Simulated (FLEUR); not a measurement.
# C (P6_3/mmc) in FLEUR: a series of runs

The runs below take C through band structure, equation of state, with LDA (Moruzzi-Janak-Williams).

The COD entry that gives the cell may itself be a prediction, so a difference from it is no test against experiment.

Program: FLEUR MaX-R8.1 (later development tree). These are calculated values, not measurements. Logs are shortened: lines on timing, memory, paths and dates and some standing lists are left out, and cuts for length are marked.

**1. Starting point**

Symmetry: P6_3/mmc, No. 194, hexagonal system. The conventional cell has a = 2.522 Å, b = 2.522 Å, c = 12.356 Å, α = 90.00°, β = 90.00°, γ = 120.00°. C (site symmetry 3m) is surrounded by 4 C at 1.54 Å. C (site symmetry 3m) is surrounded by 4 C at 1.54 Å. C (site symmetry 3m) has 4 C at 1.54 Å as nearest neighbours.

This is a hexagonal form of diamond, not graphite.

**2. Band structure, LDA (Moruzzi-Janak-Williams)**

Input file inp.xml:

```xml
<?xml version="1.0" encoding="UTF-8" standalone="no"?>
<fleurInput fleurInputVersion="0.39">
   <comment>
      C                                                                                                   
   </comment>
   <calculationSetup>
      <cutoffs Kmax="5.33" Gmax="16.5" GmaxXC="16.5" numbands="0"/>
      <scfLoop itmax="60" minDistance="0.00001" maxIterBroyd="15" imix="Anderson" alpha="0.05" precondParam="0.0" spinf="2.0" sdNocoIR="T"/>
      <coreElectrons ctail="T" frcor="F" kcrel="0" coretail_lmax="0"/>
      <xcFunctional name="mjw" relativisticCorrections="F"/>
      <magnetism jspins="1"/>
      <soc l_soc="F" theta="0.0" phi="0.0" spav="F"/>
      <expertModes spex="0" secvar="F"/>
      <geometryOptimization l_f="F" forcealpha="1.0" forcemix="BFGS" epsdisp="0.00001" epsforce="0.00001"/>
      <ldaU l_linMix="F" mixParam="0.05" spinf="1.0"/>
   </calculationSetup>
   <cell>
      <bzIntegration valenceElectrons="48.0" mode="hist" fermiSmearingEnergy="0.00183747">
         <kPointListSelection listName="default-1"/>
         <!-- k-points included here -->
         <xi:include xmlns:xi="http://www.w3.org/2001/XInclude" href="kpts.xml"> </xi:include>
      </bzIntegration>
      <!-- symmetry operations included here -->
[... 33 lines left out ...]
      <atomGroup species="Carbon (C)">
         <relPos label="                   5">-1.000/3.000 1.000/3.000 .4791700000</relPos>
         <relPos label="                   6">1.000/3.000 -1.000/3.000 -.0208300000</relPos>
         <relPos label="                   7">-1.000/3.000 1.000/3.000 .0208300000</relPos>
         <relPos label="                   8">1.000/3.000 -1.000/3.000 -.4791700000</relPos>
         <force calculate="T" relaxXYZ="TTT"/>
      </atomGroup>
      <atomGroup species="Carbon (C)">
         <relPos label="                   9">.0000000000 .0000000000 -3.000/16.000</relPos>
         <relPos label="                  10">.0000000000 .0000000000 5.000/16.000</relPos>
         <relPos label="                  11">.0000000000 .0000000000 -5.000/16.000</relPos>
         <relPos label="                  12">.0000000000 .0000000000 3.000/16.000</relPos>
         <force calculate="T" relaxXYZ="TTT"/>
      </atomGroup>
   </atomGroups>
   <output dos="F" band="F" slice="F">
      <checks vchk="F" cdinf="F"/>
      <bandDOS minEnergy="-.5*Htr" maxEnergy="0.5*Htr" sigma="0.015" storeEVData="T"/>
      <vacuumDOS vacdos="F" integ="F" star="F" nstars="0" locx1="0.0" locy1="0.0" locx2="0.0" locy2="0.0" nstm="0" tworkf="0.0"/>
      <unfoldingBand unfoldBand="F" supercellX="1" supercellY="1" supercellZ="1"/>
      <plotting iplot="0" polar="F">
         <plot TwoD="T" vec1="  1.0  0.0  0.0" vec2="  0.0  1.0  0.0" vec3="  0.0  0.0  1.0" zero="  0.0  0.0  0.0" file="plot"/>
      </plotting>
      <chargeDensitySlicing numkpt="0" minEigenval="0.0" maxEigenval="0.0" nnne="0" pallst="F"/>
      <specialOutput eonly="F"/>
      <moessbauerParams electricFieldGradient="T" isomerShift="T" coreHyperfine="T" valenceHyperfine="T"/>
      <magneticCircularDichroism mcd="F" energyLo="-10.0" energyUp="0.0"/>
   </output>
  <!-- We include the file relax.xml here to enable relaxations (see documentation) -->
  <xi:include xmlns:xi="http://www.w3.org/2001/XInclude" href="relax.xml"> <xi:fallback/> </xi:include>
</fleurInput>
```

Input file crystal.txt:

```
C
&input cartesian=F /
2.5221000000  0.0000000000  0.0000000000
-1.2610500000  2.1842026709  0.0000000000
0.0000000000  0.0000000000  12.3557000000
1.8897261246
1.0 1.0 1.0

12
6 0.6666666667  0.3333333333  0.3541700000
6 0.3333333333  0.6666666667  0.8541700000
6 0.6666666667  0.3333333333  0.1458300000
6 0.3333333333  0.6666666667  0.6458300000
6 0.6666666667  0.3333333333  0.4791700000
6 0.3333333333  0.6666666667  0.9791700000
6 0.6666666667  0.3333333333  0.0208300000
6 0.3333333333  0.6666666667  0.5208300000
6 0.0000000000  0.0000000000  0.8125000000
6 0.0000000000  0.0000000000  0.3125000000
6 0.0000000000  0.0000000000  0.6875000000
6 0.0000000000  0.0000000000  0.1875000000

&kpt div1=12 div2=12 div3=3 gamma=T /
```

Input file inp.xml (bands):

```
<?xml version="1.0" encoding="UTF-8" standalone="no"?>
<fleurInput fleurInputVersion="0.39">
   <comment>
      C                                                                                                   
   </comment>
   <calculationSetup>
      <cutoffs Kmax="5.33" Gmax="16.5" GmaxXC="16.5" numbands="0"/>
      <scfLoop itmax="60" minDistance="0.00001" maxIterBroyd="15" imix="Anderson" alpha="0.05" precondParam="0.0" spinf="2.0" sdNocoIR="T"/>
      <coreElectrons ctail="T" frcor="F" kcrel="0" coretail_lmax="0"/>
      <xcFunctional name="mjw" relativisticCorrections="F"/>
      <magnetism jspins="1"/>
      <soc l_soc="F" theta="0.0" phi="0.0" spav="F"/>
      <expertModes spex="0" secvar="F"/>
      <geometryOptimization l_f="F" forcealpha="1.0" forcemix="BFGS" epsdisp="0.00001" epsforce="0.00001"/>
      <ldaU l_linMix="F" mixParam="0.05" spinf="1.0"/>
   </calculationSetup>
   <cell>
      <bzIntegration valenceElectrons="48.0" mode="hist" fermiSmearingEnergy="0.00183747">
         <kPointListSelection listName="path-1"/>
         <!-- k-points included here -->
         <xi:include xmlns:xi="http://www.w3.org/2001/XInclude" href="kpts.xml"> </xi:include>
      </bzIntegration>
[... 33 lines left out ...]
      </atomGroup>
      <atomGroup species="Carbon (C)">
         <relPos label="                   5">-1.000/3.000 1.000/3.000 .4791700000</relPos>
         <relPos label="                   6">1.000/3.000 -1.000/3.000 -.0208300000</relPos>
         <relPos label="                   7">-1.000/3.000 1.000/3.000 .0208300000</relPos>
         <relPos label="                   8">1.000/3.000 -1.000/3.000 -.4791700000</relPos>
         <force calculate="T" relaxXYZ="TTT"/>
      </atomGroup>
      <atomGroup species="Carbon (C)">
         <relPos label="                   9">.0000000000 .0000000000 -3.000/16.000</relPos>
         <relPos label="                  10">.0000000000 .0000000000 5.000/16.000</relPos>
         <relPos label="                  11">.0000000000 .0000000000 -5.000/16.000</relPos>
         <relPos label="                  12">.0000000000 .0000000000 3.000/16.000</relPos>
         <force calculate="T" relaxXYZ="TTT"/>
      </atomGroup>
   </atomGroups>
   <output dos="F" band="T" slice="F">
      <checks vchk="F" cdinf="F"/>
      <bandDOS minEnergy="-.5*Htr" maxEnergy="0.5*Htr" sigma="0.015" storeEVData="T"/>
      <vacuumDOS vacdos="F" integ="F" star="F" nstars="0" locx1="0.0" locy1="0.0" locx2="0.0" locy2="0.0" nstm="0" tworkf="0.0"/>
      <unfoldingBand unfoldBand="F" supercellX="1" supercellY="1" supercellZ="1"/>
      <plotting iplot="0" polar="F">
         <plot TwoD="T" vec1="  1.0  0.0  0.0" vec2="  0.0  1.0  0.0" vec3="  0.0  0.0  1.0" zero="  0.0  0.0  0.0" file="plot"/>
      </plotting>
      <chargeDensitySlicing numkpt="0" minEigenval="0.0" maxEigenval="0.0" nnne="0" pallst="F"/>
      <specialOutput eonly="F"/>
      <moessbauerParams electricFieldGradient="T" isomerShift="T" coreHyperfine="T" valenceHyperfine="T"/>
      <magneticCircularDichroism mcd="F" energyLo="-10.0" energyUp="0.0"/>
   </output>
  <!-- We include the file relax.xml here to enable relaxations (see documentation) -->
  <xi:include xmlns:xi="http://www.w3.org/2001/XInclude" href="relax.xml"> <xi:fallback/> </xi:include>
</fleurInput>
```

Potentials or basis: all-electron, FLAPW.

Run with:

```
$ inpgen -f crystal.txt -profile fastHighL
$ # inp.xml edited to the form shown
$ fleur_MPI
$ fleur_MPI   # second run, on inp.xml (bands)
```

Output:

```text
Welcome to FLEUR        (www.flapw.de)
      MaX-Release 8.1          (www.max-centre.eu)

 ========== k-point set info ==========
 Selected k-point list: default-1
 k-point list type: mesh
 12 x 12 x 3
 Number of k points: 38

 ------------Calculation Setup---------------------------
 Number of MPI-tasks      :            1
 Number of PE/node        :            1
 Number of OMP-threads    :            1
 Most efficient MPI parallelization for:
           1           2          19          38
 Additional eigenvalue parallelization possible
 Number of basis functions:         1371
 Approximate size of matrices (H+S) per k-point:         0.028 GB
 --------------------------------------------------------
 Iteration:     1   Distance:      26.34912876 me/bohr^3
 Iteration:     2   Distance:      24.81065691 me/bohr^3
 Iteration:     3   Distance:       4.09491336 me/bohr^3
 Iteration:     4   Distance:       1.83083446 me/bohr^3
 Iteration:     5   Distance:       0.32875069 me/bohr^3
 Iteration:     6   Distance:       0.17098610 me/bohr^3
 Iteration:     7   Distance:       0.15531972 me/bohr^3
 Iteration:     8   Distance:       0.03121206 me/bohr^3
 Iteration:     9   Distance:       0.00409206 me/bohr^3
 Iteration:    10   Distance:       0.00567483 me/bohr^3
 Iteration:    11   Distance:       0.00146057 me/bohr^3
 Iteration:    12   Distance:       0.00002700 me/bohr^3
 Iteration:    13   Distance:       0.00002801 me/bohr^3
 Iteration:    14   Distance:       0.00000266 me/bohr^3

 ********************************************************************
 Run finished successfully
 Stop message:
   all done
 ********************************************************************
```

output (bands):

```text
Welcome to FLEUR        (www.flapw.de)
      MaX-Release 8.1          (www.max-centre.eu)

 ========== k-point set info ==========
 Selected k-point list: path-1
 k-point list type: path
 Number of k points: 60

 ------------Calculation Setup---------------------------
 Number of MPI-tasks      :            1
 Number of PE/node        :            1
 Number of OMP-threads    :            1
 Most efficient MPI parallelization for:
           1           2           3           4           5           6          10          12          15          20          30          60
 Additional eigenvalue parallelization possible
 Number of basis functions:         1367
 Approximate size of matrices (H+S) per k-point:         0.028 GB
 --------------------------------------------------------
 Fermi energy correction for insulators:
 No automatic correction of the Fermi energy has been performed.

 Note: Band structure data (together with different weights) is also stored in the banddos.hdf file.
       A convenient way of extracting and plotting the data from that file is by making use of the

 ********************************************************************
 Run finished successfully
 Stop message:
   Charge density postprocessing done.
 ********************************************************************
```

out.xml (last iteration):

```text
<iteration numberForCurrentRun="   14" overallNumber="   14">
         <energyParameters units="Htr">
            <atomicEP atomType="1" spin="1" branch="2s" branchLowest="-9.21" branchHighest="2.76" value="-0.2676735897"/>
            <atomicEP atomType="1" spin="1" branch="2p" branchLowest="-9.99" branchHighest="2.30" value="-0.0715711413"/>
            <atomicEP atomType="1" spin="1" branch="3d" branchLowest="-9.99" branchHighest="6.92" value="0.1328258336"/>
            <atomicEP atomType="1" spin="1" branch="4f" branchLowest="-9.99" branchHighest="11.61" value="0.2926436322"/>
            <loAtomicEP atomType="1" spin="1" branch="2s" branchLowest="-9.21" branchHighest="2.76" value="-0.2676735897"/>
            <loAtomicEP atomType="1" spin="1" branch="2p" branchLowest="-9.99" branchHighest="2.30" value="-0.0715849267"/>
            <loAtomicEP atomType="1" spin="1" branch="3d" branchLowest="-9.99" branchHighest="6.92" value="0.1328277600"/>
            <atomicEP atomType="2" spin="1" branch="2s" branchLowest="-9.21" branchHighest="2.76" value="-0.2667312678"/>
            <atomicEP atomType="2" spin="1" branch="2p" branchLowest="-9.99" branchHighest="2.30" value="-0.0706298705"/>
            <atomicEP atomType="2" spin="1" branch="3d" branchLowest="-9.99" branchHighest="6.92" value="0.1337661690"/>
            <atomicEP atomType="2" spin="1" branch="4f" branchLowest="-9.99" branchHighest="11.61" value="0.2935839406"/>
            <loAtomicEP atomType="2" spin="1" branch="2s" branchLowest="-9.21" branchHighest="2.76" value="-0.2667312678"/>
            <loAtomicEP atomType="2" spin="1" branch="2p" branchLowest="-9.99" branchHighest="2.30" value="-0.0706436539"/>
            <loAtomicEP atomType="2" spin="1" branch="3d" branchLowest="-9.99" branchHighest="6.92" value="0.1337680888"/>
            <atomicEP atomType="3" spin="1" branch="2s" branchLowest="-9.21" branchHighest="2.76" value="-0.2682053722"/>
            <atomicEP atomType="3" spin="1" branch="2p" branchLowest="-9.99" branchHighest="2.30" value="-0.0721133032"/>
            <atomicEP atomType="3" spin="1" branch="3d" branchLowest="-9.99" branchHighest="6.92" value="0.1322758989"/>
            <atomicEP atomType="3" spin="1" branch="4f" branchLowest="-9.99" branchHighest="11.61" value="0.2920936150"/>
            <loAtomicEP atomType="3" spin="1" branch="2s" branchLowest="-9.21" branchHighest="2.76" value="-0.2682053722"/>
            <loAtomicEP atomType="3" spin="1" branch="2p" branchLowest="-9.99" branchHighest="2.30" value="-0.0721270839"/>
            <loAtomicEP atomType="3" spin="1" branch="3d" branchLowest="-9.99" branchHighest="6.92" value="0.1322778292"/>
         </energyParameters>
         <eigenvalues>
            <eigenvaluesAt spin="1" ikpt="1" k_x="0.00000000" k_y="0.00000000" k_z="0.00000000">
                      -0.3421656883       -0.3148058294       -0.3131592123       -0.2315277597       -0.2306935211
                      -0.1267440043       -0.0498317603        0.0993758192        0.1009851083        0.3042469430
                       0.3070433354        0.3368408893        0.3368408893        0.3532033617        0.3532033617
[... 60 lines left out ...]
            <totalCharge value="71.9999999794"/>
         </allElectronCharges>
         <moessbauerParams unitsHFF="kG" unitsIS="e/bohr^3" unitsEFG="Htr/bohr^2">
            <coreIsomerShift atomType="1" isTotal="121.65014">
               <shell n="1" l="0" isomerShift="121.65014"/>
            </coreIsomerShift>
            <coreIsomerShift atomType="2" isTotal="121.65075">
               <shell n="1" l="0" isomerShift="121.65075"/>
            </coreIsomerShift>
            <coreIsomerShift atomType="3" isTotal="121.64948">
               <shell n="1" l="0" isomerShift="121.64948"/>
            </coreIsomerShift>
            <isomerShift atomType="1" nucleusRadius="0.0000541" averageDensity="126.05682"/>
            <isomerShift atomType="2" nucleusRadius="0.0000541" averageDensity="126.05127"/>
            <isomerShift atomType="3" nucleusRadius="0.0000541" averageDensity="126.05922"/>
            <electricFieldGradient atomType="1" VXX="0.00165" VYY="0.00165" VZZ="-0.00330" asymParam="0.00000">
            </electricFieldGradient>
            <electricFieldGradient atomType="2" VXX="-0.00073" VYY="-0.00073" VZZ="0.00147" asymParam="0.00000">
            </electricFieldGradient>
            <electricFieldGradient atomType="3" VXX="-0.00594" VYY="-0.00594" VZZ="0.01188" asymParam="0.00000">
            </electricFieldGradient>
         </moessbauerParams>
         <totalEnergy                                    value="     -453.8648376929" units="Htr">
            <sumOfEigenvalues                            value="     -215.6738395073">
               <coreElectrons value="-221.1705491272"/>
               <valenceElectrons value="5.4967096199"/>
            </sumOfEigenvalues>
            <densityCoulombPotentialIntegral value="-585.0761342506"/>
            <densityEffectivePotentialIntegral value="-666.0154115241"/>
            <chargeDenXCDenIntegral value="-61.5539812360"/>
            <FockExchangeEnergyValence value="0.0000000000"/>
            <FockExchangeEnergyCore value="0.0000000000"/>
            <atomTypeDependentContributions atomType="1">
               <electronNucleiInteractionDifferentMTs value="165.8690486613"/>
               <MadelungTerm value="-17.4999283137"/>
            </atomTypeDependentContributions>
            <atomTypeDependentContributions atomType="2">
               <electronNucleiInteractionDifferentMTs value="165.8666242837"/>
               <MadelungTerm value="-17.5110577178"/>
            </atomTypeDependentContributions>
            <atomTypeDependentContributions atomType="3">
               <electronNucleiInteractionDifferentMTs value="165.8800142602"/>
               <MadelungTerm value="-17.4876881118"/>
            </atomTypeDependentContributions>
            <tkbTimesEntropy value="0.0000000000"/>
            <freeEnergy value="-453.8648376929"/>
            <extrapolationTo0K value="-453.8648376929"/>
         </totalEnergy>
         <densityConvergence units="me/bohr^3">
            <chargeDensity spin="1" distance="0.0000026583"/>
         </densityConvergence>
      </iteration>
```

It took 8.8 min on 1 thread of Arm Neoverse V1, shared host; peak memory 0.14 GiB.

What came out:

```yaml
Free_energy: -12350.2914 eV
Band_gap_on_the_k_mesh: 4.35 eV, indirect (least direct gap 5.25 eV)
Band_gap_along_the_path: 4.32 eV, indirect (least direct gap 5.25 eV)
Valence_electrons_inside_the_program's_atomic_spheres: C 2.09 (radii C 1.35 bohr)
```

Levels at the corners of the path, in eV from the valence-band top:
| point | band 22 | band 23 | band 24 | band 25 | band 26 | band 27 |
| --- | --- | --- | --- | --- | --- | --- |
| Γ | -0.15 | 0.00 | 0.00 | 5.25 | 5.25 | 5.61 |
| M | -4.05 | -3.63 | -2.88 | 4.47 | 5.04 | 5.20 |
| K | -4.79 | -4.53 | -4.53 | 5.46 | 5.46 | 6.19 |
| Γ | -0.15 | 0.00 | 0.00 | 5.25 | 5.25 | 5.61 |
| A | -0.33 | -0.33 | -0.33 | 5.64 | 5.64 | 5.64 |
| L | -3.75 | -3.23 | -3.23 | 4.64 | 4.64 | 5.84 |
| H | -5.32 | -4.76 | -4.76 | 5.68 | 5.68 | 7.03 |
| A | -0.33 | -0.33 | -0.33 | 5.64 | 5.64 | 5.64 |
| L | -3.75 | -3.23 | -3.23 | 4.64 | 4.64 | 5.84 |
| M | -4.05 | -3.63 | -2.88 | 4.47 | 5.04 | 5.20 |
| K | -4.79 | -4.53 | -4.53 | 5.46 | 5.46 | 6.19 |
| H | -5.32 | -4.76 | -4.76 | 5.68 | 5.68 | 7.03 |

Core levels (eV from the Fermi level):
```tsv
atom	levels
1 C	1s1/2 -262.9
2 C	1s1/2 -262.9
3 C	1s1/2 -262.9
4 C	1s1/2 -262.9
5 C	1s1/2 -262.9
6 C	1s1/2 -262.9
```

**3. Equation of state, LDA (Moruzzi-Janak-Williams), 5.33 Å³/atom (volume scaled by 0.94)**

Changes to inp.xml since step 2:

```diff
@@ -6,3 +6,3 @@
    <calculationSetup>
-      <cutoffs Kmax="5.33" Gmax="16.5" GmaxXC="16.5" numbands="0"/>
+      <cutoffs Kmax="5.5" Gmax="17.0" GmaxXC="17.0" numbands="0"/>
       <scfLoop itmax="60" minDistance="0.00001" maxIterBroyd="15" imix="Anderson" alpha="0.05" precondParam="0.0" spinf="2.0" sdNocoIR="T"/>
@@ -24,3 +24,3 @@
       <xi:include xmlns:xi="http://www.w3.org/2001/XInclude" href="sym.xml"> </xi:include>
-      <bulkLattice scale="1.0">
+      <bulkLattice scale="0.9795861087">
          <bravaisMatrix>
@@ -34,3 +34,3 @@
       <species name="Carbon (C)" element="C" atomicNumber="6">
-         <mtSphere radius="1.35" gridPoints="447" logIncrement="0.023"/>
+         <mtSphere radius="1.31" gridPoints="447" logIncrement="0.023"/>
          <atomicCutoffs lmax="8" lnonsphr="6"/>
```

Potentials or basis: all-electron, FLAPW.

Run with:

```
$ inpgen -f crystal.txt -profile fastHighL
$ # inp.xml edited to the form shown
$ fleur_MPI
```

Run time: 8.6 min. Hardware: 1 thread of Arm Neoverse V1, shared host; peak memory 0.14 GiB.

Results (log left out):

* Free energy: -12350.2259 eV
* Band gap on the k mesh: 4.51 eV, indirect (least direct gap 5.40 eV)
* Valence electrons inside the program's atomic spheres: C 2.02 (radii C 1.31 bohr)

Caveat: an odd mesh through Γ misses points on the zone boundary, where band edges often lie.

**4. Equation of state, LDA (Moruzzi-Janak-Williams), 5.45 Å³/atom (volume scaled by 0.96)**

Changes to inp.xml since step 3:

```diff
@@ -24,3 +24,3 @@
       <xi:include xmlns:xi="http://www.w3.org/2001/XInclude" href="sym.xml"> </xi:include>
-      <bulkLattice scale="0.9795861087">
+      <bulkLattice scale="0.9864848297">
          <bravaisMatrix>
```

Run with:

```
$ inpgen -f crystal.txt -profile fastHighL
$ # inp.xml edited to the form shown
$ fleur_MPI
```

It took 9.2 min on 1 thread of Arm Neoverse V1, shared host; peak memory 0.15 GiB.

Results (log left out):

```
Free energy                                           : -12350.3339 eV
Band gap on the k mesh                                : 4.46 eV, indirect (least direct gap 5.35 eV)
Valence electrons inside the program's atomic spheres : C 2.00 (radii C 1.31 bohr)
```

Caveat: an odd mesh through Γ misses points on the zone boundary, where band edges often lie.

(Continued in part 2 of 2.)
